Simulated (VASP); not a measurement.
# Bi (Im-3m) in VASP: notebook, part 2 of 2

VASP 6.6.1.

## (4) Single point, r2SCAN

The input, INCAR:

```
SYSTEM = Bi
ADDGRID = .False.
ALGO = Normal
EDIFF = 1E-7
ENCUT = 500
ISIF = 2
ISMEAR = 1
LASPH = .True.
LCHARG = .False.
LMIXTAU = .True.
LREAL = .False.
LWAVE = .False.
METAGGA = R2SCAN
NELM = 100
PREC = Accurate
SIGMA = 0.1
```

The input, KPOINTS:

```
k-points
0
Gamma
  15 15 15
  0 0 0
```

The input, POSCAR:

```
Bi
1.0
   -1.9814305318      1.9814305318      1.9814305318
    1.9814305318     -1.9814305318      1.9814305318
    1.9814305318      1.9814305318     -1.9814305318
Bi
1
Direct
    0.0000000000      0.0000000000      0.0000000000
```

Potentials or basis: VASP PAW PBE potentials, release 64 (Bi_d).

Command:

```sh
$ cat potpaw_PBE.64/Bi_d/POTCAR > POTCAR
$ mpirun -np 1 vasp_std > vasp.out
```

OUTCAR:

```text
SYSTEM = Bi
   EDIFF = 1E-7
   ENCUT = 500
   ISIF = 2
   ISMEAR = 1
   LASPH = .True.
   LREAL = .False.
   METAGGA = R2SCAN
   NELM = 100
   PREC = Accurate

 Found    120 irreducible k-points:

 Following reciprocal coordinates:
            Coordinates               Weight
  0.000000  0.000000  0.000000      1.000000
  0.066667  0.000000  0.000000     12.000000
  0.133333  0.000000  0.000000     12.000000
  0.200000  0.000000  0.000000     12.000000
  0.266667  0.000000  0.000000     12.000000
  0.333333  0.000000  0.000000     12.000000
   k-points           NKPTS =    120   k-points in BZ     NKDIM =    120   number of bands    NBANDS=     11
   number of dos      NEDOS =    301   number of ions     NIONS =      1
   total plane-waves  NPLWV =  21952
   dimension x,y,z NGX =    28 NGY =   28 NGZ =   28
   dimension x,y,z NGXF=    56 NGYF=   56 NGZF=   56
   ions per type =               1
   NGX,Y,Z   is equivalent  to a cutoff of  13.56, 13.56, 13.56 a.u.
   NGXF,Y,Z  is equivalent  to a cutoff of  27.13, 27.13, 27.13 a.u.
 SYSTEM =  Bi
   PREC   = accura    normal or accurate (medium, high low for compatibility)
   ISTART =      0    job   : 0-new  1-cont  2-samecut
   ICHARG =      2    charge: 1-file 2-atom 10-const
   ISPIN  =      1    spin polarized calculation?
   LNONCOLLINEAR =      F non collinear calculations
   LSORBIT =      F    spin-orbit coupling
   LASPH  =      T    aspherical Exc in radial PAW
   ENCUT  =  500.0 eV  36.75 Ry    6.06 a.u.   6.26  6.26  6.26*2*pi/ulx,y,z
   NELM   =    100;   NELMIN=  2; NELMDL= -5     # of ELM steps
   EDIFF  = 0.1E-06   stopping-criterion for ELM
   LREAL  =      F    real-space projection
   EDIFFG = 0.1E-05   stopping-criterion for IOM
   NSW    =      0    number of steps for IOM
   IBRION =     -1    ionic relax: 0-MD 1-quasi-New 2-CG
   NFREE  =      0    steps in history (QN), initial steepest desc. (CG)
   ISIF   =      2    stress and relaxation
   ISYM   =      2    0-nonsym 1-usesym 2-fastsym
   POTIM  = 0.5000    time-step for ionic-motion
   TEBEG  =    0.0;   TEEND  =   0.0 temperature during run
   PSTRESS=    0.0 pullay stress
   NELECT =      15.0000    total number of electrons
   NUPDOWN=      -1.0000    fix difference up-down
   EMIN   =  10.00;   EMAX   =-10.00  energy-range for DOS
   EFERMI =   0.00;   METHOD = LEGACY
   ISMEAR =     1;   SIGMA  =   0.10  broadening in eV -4-tet -1-fermi 0-gaus
   EFERMI_NEDOS =   21; number of points for ismear=-14 and -15
   IALGO  =     38    algorithm
   IMIX   =      4    mixing-type and parameters
     AMIX     =   0.40;   BMIX     =  1.00
     AMIX_MAG =   1.60;   BMIX_MAG =  1.00
  volume/ion in A,a.u.               =      31.12       209.99
  Fermi-wavevector in a.u.,A,eV,Ry     =   1.283630  2.425708 22.418388  1.647705
  Thomas-Fermi vector in A             =   2.415871
   LORBIT       =      0    0 simple, 1 ext, 2 COOP (PROOUT), +10 PAW based schemes
   METAGGA = R2SCAN    functional components
   LHFCALC =     F    Hartree Fock is set to
   AEXX    =    0.0000 exact exchange contribution
   IVDW    =     0    specifies the selected vdW correction
   LEPSILON=     F    determine dielectric tensor
   LRPA    =     F    only Hartree local field effects (RPA)
 non-spin polarized calculation
 Methfessel and Paxton  Order N= 1 SIGMA  =   0.10
  energy-cutoff  :      500.00
  volume of cell :       31.12
 maximum number of plane-waves:       802
 NGX is ok and might be reduce to    28
   NGX = 13   NGY = 13   NGZ = 13

 number of electron      14.9999994 magnetization

 Free energy of the ion-electron system (eV)
  ---------------------------------------------------
  ext. energy  EPLUGINS =         0.00000000
  ---------------------------------------------------
  free energy    TOTEN  =       -58.26677202 eV

  energy without entropy =      -58.26692062  energy(sigma->0) =      -58.26682155

 E-fermi :   7.9081     XC(G=0): -11.0677

 val. band max:        7.8663275582   @ k =   0.2667   0.2000   0.1333
 cond. band min:       7.9207903700   @ k =   0.4000   0.1333   0.0000
 fundamental gap:      0.0544628118
 Fermi energy:         7.9080544428

 k-point     1 :       0.0000    0.0000    0.0000
  band No.  band energies     occupation
      1     -15.9181      2.00000
      2     -15.9181      2.00000
      3     -15.9181      2.00000
      4     -15.7749      2.00000
      5     -15.7749      2.00000
      6      -6.2928      2.00000
      7      13.1766      0.00000
      8      13.1766      0.00000
      9      13.1766      0.00000
     10      17.9497      0.00000
     11      19.1154      0.00000
[... 57 lines left out ...]
 k-point     6 :       0.3333    0.0000    0.0000
  band No.  band energies     occupation
      1     -15.9508      2.00000
      2     -15.8853      2.00000
      3     -15.7927      2.00000
      4     -15.7823      2.00000
      5     -15.7432      2.00000
      6      -4.2928      2.00000
      7       4.8994      2.00000
      8      10.0870      0.00000
      9      11.9260      0.00000
     10      14.8978      0.00000
     11      16.2221      0.00000

 [... further k-points ...]

------------------------ aborting loop because EDIFF is reached ----------------------------------------

  FORCE on cell =-STRESS in cart. coord.  units (eV):
  Direction    XX          YY          ZZ          XY          YZ          ZX
  --------------------------------------------------------------------------------------
  -------------------------------------------------------------------------------------
  Total       -0.0310167     -0.0310167     -0.0310167     -0.0000000     -0.0000000     -0.0000000
  in kB       -1.5970186     -1.5970186     -1.5970186     -0.0000000     -0.0000000     -0.0000000
  external PRESSURE =      -1.5970186 kB  Pullay stress =       0.0000000 kB

 VOLUME and BASIS-vectors are now :
 -----------------------------------------------------------------------------
  energy-cutoff  :      500.00
  volume of cell :       31.12
      direct lattice vectors                 reciprocal lattice vectors
    -1.981430532  1.981430532  1.981430532     0.000000000  0.252342937  0.252342937
     1.981430532 -1.981430532  1.981430532     0.252342937  0.000000000  0.252342937
     1.981430532  1.981430532 -1.981430532     0.252342937  0.252342937  0.000000000

 POSITION                                       TOTAL-FORCE (eV/Angst)
 -----------------------------------------------------------------------------------
      0.00000      0.00000      0.00000         0.000000     -0.000000     -0.000000
 -----------------------------------------------------------------------------------
    total drift:                                0.000000     -0.000000      0.000000

  FREE ENERGIE OF THE ION-ELECTRON SYSTEM (eV)
  ---------------------------------------------------
  free  energy   TOTEN  =       -58.2667720178 eV

  energy  without entropy=      -58.2669206215  energy(sigma->0) =      -58.26682155
```

stdout:

```text
POSCAR found type information on POSCAR Bi
 POSCAR found :  1 types and       1 ions
 scaLAPACK will be used
 -----------------------------------------------------------------------------
|                                                                             |
|                                                                             |
|     You enforced a specific xc type in the INCAR file but a different       |
|     I HOPE YOU KNOW WHAT YOU ARE DOING!                                     |
|                                                                             |
 -----------------------------------------------------------------------------

 LDA part: xc-table for (None), standard interpolation
 POSCAR, INCAR and KPOINTS ok, starting setup
 FFT: planning ... GRIDC
 FFT: planning ... GRID_SOFT
 FFT: planning ... GRID
 WAVECAR not read
 entering main loop
```

Wall time 1.8 min (1 thread of AMD EPYC 9R45 (Zen 5), shared host); peak memory 0.16 GiB.

These settings aren't checked as converged: the numbers below hold their error.

What came out:

| Item | Value |
| --- | --- |
| Free energy | -58.2668 eV |
| Pressure | -0.2 GPa |
| Band gap on the k mesh | none (metal or under the smearing width) |

Caveat: the PAW data sets were made with another functional, which shifts forces and pressure a little; spin-orbit coupling is left out, which moves the levels of the heavy elements.

## (5) For comparison

An earlier run on the cell as given: functional PBEsol; potentials or basis VASP PAW PBE potentials, release 64 (Bi_d); cutoff 520 eV; k mesh 9 × 9 × 9; occupations fermi-dirac, width 0.05 eV; no spin polarisation.

- Pressure: -2.0 GPa
- Band gap on the k mesh: none (metal or under the smearing width)
